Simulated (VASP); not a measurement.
# Sn2Ge (P-6m2) in VASP: a series of runs

The runs below take Sn2Ge through relaxation of cell and atoms, with PBE.

All numbers are computed with VASP 6.6.1; they aren't measurements. Logs are shortened: lines on timing, memory, paths and dates and some standing lists are left out, and cuts for length are marked.

### 1 Starting point

It takes space group P-6m2 (No. 187, hexagonal). The conventional cell has a = 4.567 Å, b = 4.567 Å, c = 4.256 Å, α = 90.00°, β = 90.00°, γ = 120.00°. Sn (site symmetry -6m2) has 2 Ge at 2.13 Å as nearest neighbours. Sn (site symmetry -6m2) is surrounded by 3 Sn at 2.64 Å. Ge (site symmetry -6m2) has 2 Sn at 2.13 Å as nearest neighbours.

The cell was built by a generator and needn't be a form met in nature.

### 2 Relaxation of cell and atoms, PBE

INCAR reads:

```
SYSTEM = Sn2Ge
PREC     = Normal         ! precision mode
ENCUT    = 520            ! plane-wave cutoff, eV
EDIFF    = 1E-4           ! SCF threshold, eV
ISMEAR   = 0              ! smearing method
SIGMA    = 0.15           ! smearing width, eV
LREAL    = .FALSE.        ! projectors in reciprocal space
LASPH    = .TRUE.         ! aspherical terms in the spheres
NELM     = 60             ! most SCF steps
ALGO     = Fast           ! electronic algorithm
ISIF     = 3              ! what is computed and relaxed
LWAVE    = .FALSE.        ! write WAVECAR
LCHARG   = .FALSE.        ! write CHGCAR
GGA      = PE             ! functional
IBRION   = 2              ! ionic algorithm
NSW      = 24             ! ionic steps
EDIFFG   = -0.08          ! ionic threshold
```

KPOINTS reads:

```
regular mesh
0
G
  5 5 5
  0 0 0
```

POSCAR reads:

```
Sn2Ge
1.0
    4.5667637800      0.0000000000      0.0000000000
   -2.2833818900      3.9549334500      0.0000000000
    0.0000000000      0.0000000000      4.2557784900
Sn Ge
2 1
Direct
    0.0000000000      0.0000000000      0.5000000000
    0.6666666700      0.3333333300      0.5000000000
    0.0000000000      0.0000000000      0.0000000000
```

Potentials or basis: VASP PAW PBE potentials, release 64 (Sn_d, Ge_d).

The run is started by

```console
> cat potpaw_PBE.64/Sn_d/POTCAR potpaw_PBE.64/Ge_d/POTCAR > POTCAR
> mpirun -np 1 vasp_std > vasp.out
```

OUTCAR:

```text
SYSTEM = Sn2Ge
   PREC = Normal
   ENCUT = 520
   EDIFF = 1E-4
   ISMEAR = 0
   LREAL = .FALSE.
   LASPH = .TRUE.
   NELM = 60
   ISIF = 3
   GGA = PE
   IBRION = 2
   NSW = 24
   EDIFFG = -0.08

 ion  position               nearest neighbor table
   1  0.000  0.000  0.500-   3 2.13   3 2.13   2 2.64   2 2.64   2 2.64
   2  0.667  0.333  0.500-   1 2.64   1 2.64   1 2.64
   3  0.000  0.000  0.000-   1 2.13   1 2.13

  LATTYP: Found a hexagonal cell.
 ALAT       =     4.5667637800
 C/A-ratio  =     0.9319024795

  Lattice vectors:

 A1 = (   4.5667637800,   0.0000000000,   0.0000000000)
 A2 = (  -2.2833818900,   3.9549334500,   0.0000000000)
 A3 = (   0.0000000000,   0.0000000000,   4.2557784900)

Analysis of symmetry for initial positions (statically):
=====================================================================
 Subroutine PRICEL returns:
 Original cell was already a primitive cell.

 Routine SETGRP: Setting up the symmetry group for a
 hexagonal supercell.

 Subroutine GETGRP returns: Found 12 space group operations
 (whereof 12 operations were pure point group operations)
 out of a pool of 24 trial point group operations.

The static configuration has the point symmetry D_3h.

Analysis of symmetry for dynamics (positions and initial velocities):
=====================================================================
 Subroutine PRICEL returns:
 Original cell was already a primitive cell.

 Routine SETGRP: Setting up the symmetry group for a
 hexagonal supercell.

 Subroutine GETGRP returns: Found 12 space group operations
 (whereof 12 operations were pure point group operations)
 out of a pool of 24 trial point group operations.

The dynamic configuration has the point symmetry D_3h.

 Subroutine INISYM returns: Found 12 space group operations
 (whereof 12 operations are pure point group operations),
 and found     1 'primitive' translations

----------------------------------------------------------------------------------------

                                     Primitive cell

  volume of cell :      76.8647

  direct lattice vectors                    reciprocal lattice vectors
     4.566763780  0.000000000  0.000000000     0.218973446  0.126424378  0.000000000
    -2.283381890  3.954933450  0.000000000     0.000000000  0.252848755  0.000000000
     0.000000000  0.000000000  4.255778490     0.000000000  0.000000000  0.234974636

  length of vectors
     4.566763780  4.566763783  4.255778490     0.252848755  0.252848755  0.234974636

  position of ions in fractional coordinates (direct lattice)
     0.000000000  0.000000000  0.500000000
     0.666666670  0.333333330  0.500000000
     0.000000000  0.000000000  0.000000000

  ion indices of the primitive-cell ions
   primitive index   ion index
                 1           1
                 2           2
                 3           3

----------------------------------------------------------------------------------------

 KPOINTS: regular mesh

Automatic generation of k-mesh.
 Grid dimensions read from file:
 generate k-points for:    5    5    5

 Generating k-lattice:

  Cartesian coordinates                     Fractional coordinates (reciprocal lattice)
     0.043794689  0.025284876  0.000000000     0.200000000  0.000000000  0.000000000
     0.000000000  0.050569751  0.000000000     0.000000000  0.200000000  0.000000000
     0.000000000  0.000000000  0.046994927     0.000000000  0.000000000  0.200000000

  Length of vectors
     0.050569751  0.050569751  0.046994927

  Shift w.r.t. Gamma in fractional coordinates (k-lattice)
     0.000000000  0.000000000  0.000000000

 Subroutine IBZKPT returns following result:
 ===========================================

 Found     15 irreducible k-points:

 Following reciprocal coordinates:
            Coordinates               Weight
  0.000000  0.000000  0.000000      1.000000
  0.200000 -0.000000  0.000000      6.000000
  0.400000 -0.000000  0.000000      6.000000
  0.200000  0.200000  0.000000      6.000000
  0.400000  0.200000  0.000000      6.000000
  0.000000  0.000000  0.200000      2.000000
  0.200000 -0.000000  0.200000     12.000000
  0.400000 -0.000000  0.200000     12.000000
  0.200000  0.200000  0.200000     12.000000
  0.400000  0.200000  0.200000     12.000000
  0.000000  0.000000  0.400000      2.000000
  0.200000 -0.000000  0.400000     12.000000
  0.400000 -0.000000  0.400000     12.000000
  0.200000  0.200000  0.400000     12.000000
  0.400000  0.200000  0.400000     12.000000
   k-points           NKPTS =     15   k-points in BZ     NKDIM =     15   number of bands    NBANDS=     25
   number of dos      NEDOS =    301   number of ions     NIONS =      3
   total plane-waves  NPLWV =  18816
   dimension x,y,z NGX =    28 NGY =   28 NGZ =   24
   dimension x,y,z NGXF=    56 NGYF=   56 NGZF=   48
   ions per type =               2   1
   NGX,Y,Z   is equivalent  to a cutoff of  10.19, 10.19,  9.38 a.u.
   NGXF,Y,Z  is equivalent  to a cutoff of  20.39, 20.39, 18.75 a.u.
 SYSTEM =  Sn2Ge
   PREC   = normal    normal or accurate (medium, high low for compatibility)
   ISTART =      0    job   : 0-new  1-cont  2-samecut
   ICHARG =      2    charge: 1-file 2-atom 10-const
   ISPIN  =      1    spin polarized calculation?
   LNONCOLLINEAR =      F non collinear calculations
   LSORBIT =      F    spin-orbit coupling
   LASPH  =      T    aspherical Exc in radial PAW
   ENCUT  =  520.0 eV  38.22 Ry    6.18 a.u.   8.49  8.49  7.91*2*pi/ulx,y,z
   NELM   =     60;   NELMIN=  2; NELMDL= -5     # of ELM steps
   EDIFF  = 0.1E-03   stopping-criterion for ELM
   LREAL  =      F    real-space projection
   EDIFFG = -.8E-01   stopping-criterion for IOM
   NSW    =     24    number of steps for IOM
   IBRION =      2    ionic relax: 0-MD 1-quasi-New 2-CG
   NFREE  =      1    steps in history (QN), initial steepest desc. (CG)
   ISIF   =      3    stress and relaxation
   ISYM   =      2    0-nonsym 1-usesym 2-fastsym
   POTIM  = 0.5000    time-step for ionic-motion
   TEBEG  =    0.0;   TEEND  =   0.0 temperature during run
   PSTRESS=    0.0 pullay stress
   NELECT =      42.0000    total number of electrons
   NUPDOWN=      -1.0000    fix difference up-down
   EMIN   =  10.00;   EMAX   =-10.00  energy-range for DOS
   EFERMI =   0.00;   METHOD = LEGACY
   ISMEAR =     0;   SIGMA  =   0.15  broadening in eV -4-tet -1-fermi 0-gaus
   EFERMI_NEDOS =   21; number of points for ismear=-14 and -15
   IALGO  =     68    algorithm
   IMIX   =      4    mixing-type and parameters
     AMIX     =   0.40;   BMIX     =  1.00
     AMIX_MAG =   1.60;   BMIX_MAG =  1.00
  volume/ion in A,a.u.               =      25.62       172.90
  Fermi-wavevector in a.u.,A,eV,Ry     =   1.338389  2.529188 24.371912  1.791285
  Thomas-Fermi vector in A             =   2.466863
   LORBIT       =      0    0 simple, 1 ext, 2 COOP (PROOUT), +10 PAW based schemes
   GGA     = PE    functional components
   LHFCALC =     F    Hartree Fock is set to
   AEXX    =    0.0000 exact exchange contribution
   IVDW    =     0    specifies the selected vdW correction
   LEPSILON=     F    determine dielectric tensor
   LRPA    =     F    only Hartree local field effects (RPA)
 conjugate gradient relaxation of ions
 non-spin polarized calculation
 RMM-DIIS sequential band-by-band and
 Gauss-broadening in eV      SIGMA  =   0.15
  energy-cutoff  :      520.00
  volume of cell :       76.86
 maximum number of plane-waves:      2085
   NGX = 17   NGY = 17   NGZ = 15

--------------------------------------- Ionic step        1  -------------------------------------------

 number of electron      42.0000075 magnetization

 Free energy of the ion-electron system (eV)
  ---------------------------------------------------
  ext. energy  EPLUGINS =         0.00000000
  ---------------------------------------------------
  free energy    TOTEN  =        -5.51734451 eV

  energy without entropy =       -5.49255864  energy(sigma->0) =       -5.50495157

------------------------ aborting loop because EDIFF is reached ----------------------------------------

  FORCE on cell =-STRESS in cart. coord.  units (eV):
  Direction    XX          YY          ZZ          XY          YZ          ZX
  --------------------------------------------------------------------------------------
  -------------------------------------------------------------------------------------
  Total       10.4445007     10.4445007     38.6743860      0.0000000     -0.0000000      0.0000000
  in kB      217.7065631    217.7065635    806.1340531      0.0000000     -0.0000000      0.0000000
  external PRESSURE =     413.8490599 kB  Pullay stress =       0.0000000 kB
[... 92 lines left out ...]
  FREE ENERGIE OF THE ION-ELECTRON SYSTEM (eV)
  ---------------------------------------------------
  free  energy   TOTEN  =       -10.0520080427 eV

  energy  without entropy=      -10.0302221694  energy(sigma->0) =      -10.04111511

 E-fermi :   5.1248     XC(G=0):  -8.9436

 val. band max:        5.0265949772   @ k =   0.2000   0.2000   0.0000
 cond. band min:       5.2354806964   @ k =   0.4000  -0.0000   0.4000
 fundamental gap:      0.2088857193
 Fermi energy:         5.1248033444

 k-point     1 :       0.0000    0.0000    0.0000
  band No.  band energies     occupation
      1     -19.8970      2.00000
      2     -19.7774      2.00000
      3     -19.7774      2.00000
      4     -19.7541      2.00000
      5     -19.7541      2.00000
      6     -17.0541      2.00000
[... 409 lines left out ...]
     24       8.4077      0.00000
     25      18.1343      0.00000

[... ionic steps 4 to 10 ...]

--------------------------------------- Ionic step       11  -------------------------------------------

 number of electron      41.9999721 magnetization

------------------------ aborting loop because EDIFF is reached ----------------------------------------

  FORCE on cell =-STRESS in cart. coord.  units (eV):
  Direction    XX          YY          ZZ          XY          YZ          ZX
  --------------------------------------------------------------------------------------
  -------------------------------------------------------------------------------------
  Total        0.1049642      0.1049642      0.3589124      0.0000000      0.0000000      0.0000000
  in kB        1.4073570      1.4073570      4.8122860      0.0000000      0.0000000      0.0000000
  external PRESSURE =       2.5423334 kB  Pullay stress =       0.0000000 kB
[... 59 lines left out ...]
  energy  without entropy=      -10.0991735455  energy(sigma->0) =      -10.10868793

--------------------------------------- Ionic step       13  -------------------------------------------

 number of electron      41.9999709 magnetization

 Free energy of the ion-electron system (eV)
  ---------------------------------------------------
  ext. energy  EPLUGINS =         0.00000000
  ---------------------------------------------------
  free energy    TOTEN  =       -10.11804862 eV

  energy without entropy =      -10.09913714  energy(sigma->0) =      -10.10859288

 E-fermi :   3.2454     XC(G=0):  -8.0083

 val. band max:        3.2191015272   @ k =   0.2000   0.2000   0.4000
 cond. band min:       3.2770842925   @ k =   0.4000  -0.0000   0.2000
 fundamental gap:      0.0579827653
 Fermi energy:         3.2454005376

 k-point     1 :       0.0000    0.0000    0.0000
  band No.  band energies     occupation
      1     -21.7232      2.00000
      2     -21.7228      2.00000
      3     -21.7228      2.00000
      4     -21.6957      2.00000
      5     -21.6957      2.00000
      6     -18.5782      2.00000
[... 439 lines left out ...]
  FREE ENERGIE OF THE ION-ELECTRON SYSTEM (eV)
  ---------------------------------------------------
  free  energy   TOTEN  =       -10.1180486220 eV

  energy  without entropy=      -10.0991371433  energy(sigma->0) =      -10.10859288

 reached required accuracy - stopping structural energy minimisation
```

Wall time 3.1 min (1 thread of AMD EPYC 7R13 (Zen 3), shared host); peak memory 0.14 GiB.

What came out:

| Item | Value |
| --- | --- |
| Free energy | -10.1180 eV |
| Relaxed volume | 39.99 Å³/atom |
| Relaxed cell | a = 5.079 Å, b = 5.079 Å, c = 5.370 Å, α = 90.00°, β = 90.00°, γ = 120.00° |
| Space group after relaxing (to 0.05 Å) | P-6m2 (No. 187) |
| Energy gained by relaxing | 1533.6 meV/atom |
| Ionic steps | 13 |
| Pressure after relaxing | 0.1 GPa |
| Band gap on the k mesh | 0.06 eV, indirect (least direct gap 0.22 eV) |

Stress tensor (GPa, compression positive):
```
0.06 0.00 0.00
0.00 0.06 0.00
0.00 0.00 0.16
```

The path:
| step | energy change (eV) | largest force (eV/Å) | pressure (GPa) | volume (Å³) |
| --- | --- | --- | --- | --- |
| 1 | 0.0000 | 0.0000 | 41.38 | 76.86 |
| 2 | -2.9199 | 0.0000 | -6.21 | 170.06 |
| 3 | -4.5347 | 0.0000 | 0.13 | 118.01 |
| 4 | -4.5409 | 0.0000 | 0.00 | 116.71 |
| 5 | -3.8445 | 0.0000 | 11.32 | 95.68 |
| 6 | -4.5435 | 0.0000 | 1.93 | 114.78 |
| 7 | -4.5433 | 0.0000 | 0.60 | 115.67 |
| 8 | -4.5907 | 0.0000 | 0.11 | 119.46 |
| 9 | -4.5991 | 0.0000 | -0.58 | 122.09 |
| 10 | -4.5988 | 0.0000 | -0.47 | 121.50 |
| 11 | -4.5998 | 0.0000 | 0.25 | 119.49 |
| 12 | -4.6009 | 0.0000 | -0.30 | 120.46 |
| 13 | -4.6007 | 0.0000 | 0.09 | 119.96 |

Final structure:
```
CELL_PARAMETERS angstrom
5.07888 0.00000 0.00000
-2.53944 4.39844 0.00000
0.00000 0.00000 5.36999
ATOMIC_POSITIONS crystal
Sn 0.00000 0.00000 0.50000
Sn 0.66667 0.33333 0.50000
Ge 0.00000 0.00000 0.00000
```

Levels at points of the mesh, in eV from the valence-band top:
| k point | band 19 | band 20 | band 21 | band 22 | band 23 | band 24 |
| --- | --- | --- | --- | --- | --- | --- |
| (0.00, 0.00, 0.00) | -2.76 | -1.93 | -1.93 | 1.10 | 1.10 | 1.77 |

Caveat: the volume moved by over 15 % at a fixed basis, so the end points are rough; spin-orbit coupling is left out, which moves the levels of the heavy elements; an odd mesh through Γ misses points on the zone boundary, where band edges often lie; the relaxation stopped at a loose force limit of 0.08 eV/Å, so its end isn't a converged minimum.

### 3 Relaxation of cell and atoms, PBE

This run uses another cell than the first one, of 28.24 Å³/atom, 1.102 times its volume.

INCAR is that of step 2.

KPOINTS reads:

```
regular mesh
0
G
  5 5 4
  0 0 0
```

POSCAR reads:

```
Sn2Ge
1.0
    4.4180477700      0.0000000000      0.0000000000
   -2.2090238800      3.8261416000      0.0000000000
    0.0000000000      0.0000000000      5.0118549500
Sn Ge
2 1
Direct
    0.3333333300      0.6666666700      0.0000000000
    0.6666666700      0.3333333300      0.0000000000
    0.0000000000      0.0000000000      0.5000000000
```

Potentials or basis: VASP PAW PBE potentials, release 64 (Sn_d, Ge_d).

The run is started by

```console
> cat potpaw_PBE.64/Sn_d/POTCAR potpaw_PBE.64/Ge_d/POTCAR > POTCAR
> mpirun -np 1 vasp_std > vasp.out
```

Wall time 9.4 min (1 thread of AMD EPYC 7R13 (Zen 3), shared host); peak memory 0.16 GiB.

Results (log left out):

```yaml
Free_energy: -11.3375 eV
Relaxed_volume: 25.56 Å³/atom
Relaxed_cell: a = 5.192 Å, b = 5.192 Å, c = 3.285 Å, α = 90.00°, β = 90.00°, γ = 120.00°
Space_group_after_relaxing_to_0.05_Å: P6/mmm (No. 191)
Energy_gained_by_relaxing: 654.4 meV/atom
Ionic_steps: 12
Pressure_after_relaxing: -0.2 GPa
Band_gap_on_the_k_mesh: none (metal or under the smearing width)
```

Stress tensor (GPa, compression positive):
```
-0.32  0.00  0.00
 0.00 -0.32  0.00
 0.00  0.00  0.17
```

The path:
| step | energy change (eV) | largest force (eV/Å) | pressure (GPa) | volume (Å³) |
| --- | --- | --- | --- | --- |
| 1 | 0.0000 | 0.0000 | 9.51 | 84.72 |
| 2 | -0.8465 | 0.0000 | -3.98 | 105.99 |
| 3 | -0.8525 | 0.0000 | -1.90 | 101.71 |
| 4 | -0.8578 | 0.0000 | -3.05 | 103.34 |
| 5 | -1.1486 | 0.0000 | -2.97 | 97.32 |
| 6 | -2.0029 | 0.0000 | -0.98 | 77.81 |
| 7 | 157.3714 | 0.0000 | 871.37 | 32.01 |
| 8 | 71.0259 | 0.0000 | 10.40 | 77.26 |
| 9 | 2.8198 | 0.0000 | 2.51 | 76.95 |
| 10 | -1.1783 | 0.0000 | -0.10 | 76.50 |
| 11 | -1.9612 | 0.0000 | 1.01 | 76.59 |
| 12 | -1.9632 | 0.0000 | -0.16 | 76.67 |

Final structure:
```
Sn Ge
1.0
     5.19172    0.00000    0.00000
    -2.59586    4.49616    0.00000
     0.00000    0.00000    3.28472
Sn Ge
2 1
Direct
  0.33333 0.66667 0.00000
  0.66667 0.33333 0.00000
  0.00000 0.00000 0.50000
```

Levels at points of the mesh, in eV from the Fermi level:
```csv
k point,band 17,band 18,band 19,band 20,band 21,band 22,band 23,band 24,band 25
"(0.00, 0.00, 0.00)",-6.26,-4.73,-2.50,-2.50,-2.30,-2.30,2.27,6.11,13.58
"(0.00, 0.00, 0.50)",-7.85,-2.09,-2.03,-0.81,-0.54,-0.54,0.09,0.36,7.51
```

Caveat: the relaxation stopped at a loose force limit of 0.08 eV/Å, so its end isn't a converged minimum.

### 4 Relaxation of cell and atoms, PBE

This run uses another cell than the first one, of 29.99 Å³/atom, 1.171 times its volume.

INCAR is that of step 3.

KPOINTS reads:

```
regular mesh
0
G
  5 5 5
  0 0 0
```

POSCAR reads:

```
Sn2Ge
1.0
    5.0156292600      0.0000000000      0.0000000000
   -2.5078146300      4.3436623500      0.0000000000
    0.0000000000      0.0000000000      4.1296898400
Sn Ge
2 1
Direct
    0.3333333300      0.6666666700      0.5000000000
    0.6666666700      0.3333333300      0.5000000000
    0.0000000000      0.0000000000      0.5000000000
```

The run is started by

```console
> cat potpaw_PBE.64/Sn_d/POTCAR potpaw_PBE.64/Ge_d/POTCAR > POTCAR
> mpirun -np 1 vasp_std > vasp.out
```

Run time: 4.2 min. Hardware: 1 thread of AMD EPYC 7R13 (Zen 3), shared host; peak memory 0.14 GiB.

The run converged. Its results:

- Free energy: -11.6398 eV
- Relaxed volume: 25.69 Å³/atom
- Relaxed cell: a = 5.490 Å, b = 5.490 Å, c = 2.953 Å, α = 90.00°, β = 90.00°, γ = 120.00°
- Space group after relaxing (to 0.05 Å): P6/mmm (No. 191)
- Energy gained by relaxing: 402.2 meV/atom
- Ionic steps: 19
- Pressure after relaxing: -0.3 GPa
- Band gap on the k mesh: none (metal or under the smearing width)

Stress tensor (GPa, compression positive):
```
-0.38  0.00  0.00
 0.00 -0.38  0.00
 0.00  0.00 -0.24
```

The path:
```csv
step,energy change (eV),largest force (eV/Å),pressure (GPa),volume (Å³)
1,0.0000,0.0000,4.90,89.97
2,-0.1926,0.0000,-4.03,102.15
3,-0.2372,0.0000,-1.89,98.03
4,-0.2374,0.0000,-1.40,97.76
5,-0.3458,0.0000,-2.17,94.90
6,-0.6578,0.0000,-2.50,87.96
7,-1.1728,0.0000,2.70,73.42
8,-1.1587,0.0000,1.42,75.41
9,-1.1757,0.0000,2.94,73.93
10,-1.1421,0.0000,2.01,74.49
11,-1.1859,0.0000,2.33,74.12
12,-1.2037,0.0000,0.70,76.06
13,-1.2054,0.0000,0.53,76.71
14,-1.2027,0.0000,-0.45,78.02
15,-1.2053,0.0000,-0.07,77.16
16,-1.2055,0.0000,0.04,76.97
17,-1.2055,0.0000,0.14,76.83
18,-1.2054,0.0000,0.61,76.78
19,-1.2066,0.0000,-0.33,77.07
```

Final structure:
```cif
data_structure
_symmetry_space_group_name_H-M 'P 1'
_symmetry_Int_Tables_number 1
_cell_length_a 5.4902
_cell_length_b 5.4902
_cell_length_c 2.9525
_cell_angle_alpha 90.000
_cell_angle_beta 90.000
_cell_angle_gamma 120.000
_cell_volume 77.07
loop_
_atom_site_label
_atom_site_type_symbol
_atom_site_fract_x
_atom_site_fract_y
_atom_site_fract_z
_atom_site_occupancy
Sn1 Sn 0.33333 0.66667 0.50000 1
Sn2 Sn 0.66667 0.33333 0.50000 1
Ge1 Ge 0.00000 0.00000 0.50000 1
```

Levels at points of the mesh, in eV from the Fermi level:
```tsv
k point	band 20	band 21	band 22	band 23	band 24	band 25
(0.00, 0.00, 0.00)	-2.62	-2.53	-2.53	5.71	7.03	7.13
```

Caveat: the relaxation stopped at a loose force limit of 0.08 eV/Å, so its end isn't a converged minimum.
